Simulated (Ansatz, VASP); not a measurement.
**One calculation of Sb, two programs**

The input INCAR:

```
SYSTEM = Sb
PREC     = Accurate       ! precision mode
ENCUT    = 520            ! plane-wave cutoff, eV
EDIFF    = 1E-6           ! SCF threshold, eV
ISMEAR   = -1             ! smearing method
SIGMA    = 0.1            ! smearing width, eV
LREAL    = .False.        ! projectors in reciprocal space
LASPH    = .True.         ! aspherical terms in the spheres
NELM     = 80             ! most SCF steps
ALGO     = Normal         ! electronic algorithm
ISIF     = 2              ! what is computed and relaxed
LWAVE    = .False.        ! write WAVECAR
LCHARG   = .False.        ! write CHGCAR
GGA      = PS             ! functional
NBANDS   = 8              ! bands
```

The input KPOINTS:

```
Automatic mesh
0
Gamma
  15 15 15
  0 0 0
```

File POSCAR:

```
Sb
1.0
    0.0000000000      1.9885796872      1.9885796872
    1.9885796872      0.0000000000      1.9885796872
    1.9885796872      1.9885796872      0.0000000000
Sb
1
Direct
    0.0000000000      0.0000000000      0.0000000000
```

Input for Ansatz:

```yaml
crystal:
  lattice:
    - [0.0, 1.9885796872, 1.9885796872]
    - [1.9885796872, 0.0, 1.9885796872]
    - [1.9885796872, 1.9885796872, 0.0]
  atoms:
    - { symbol: Sb, position: [0.0, 0.0, 0.0] }
kpoints:
  mp_grid: { grid: [15, 15, 15] }
scf:
  occupations: { method: fermi_dirac, width: 0.1 }
hamiltonian:
  xc: pbesol
  pseudopotentials: { kind: paw }
output:
  forces: true
  stress: true
  eigenvalues: true
  populations: true
```

Change from the starting cell: volume scaled by 0.6, PAW files.

Alike in both runs: task single point; functional PBEsol; k mesh 15 × 15 × 15; occupations fermi-dirac, width 0.1 eV; no spin polarisation.

|  | VASP | Ansatz |
| --- | --- | --- |
| version | VASP 6.6.1 | Ansatz 0.2.0 |
| potentials or method | VASP PAW PBE potentials, release 64 (Sb) | PAW with Ansatz's default frozen-core files, scalar-relativistic |
| plane-wave cutoff (eV) | 520 | 420 |
| valence electrons in the cell | 5 | 15 |

Ansatz gave:

- pressure (GPa): 110.9

**Question.** Which values does VASP return?

**Answer.** Pressure (GPa): 114.0.

With one functional, cell and mesh, what is left measures potentials, basis and numerics. The two sets of potentials don't hold the same shells in valence.

Caveats: the cell as given lies far from equilibrium; so large a pressure means that the cell lies far from this level's equilibrium, or that cutoff or potentials fall short (VASP); the potentials were made for another functional, which shifts forces and pressure (VASP). Spin-orbit coupling is left out, which matters for the levels of Sb.
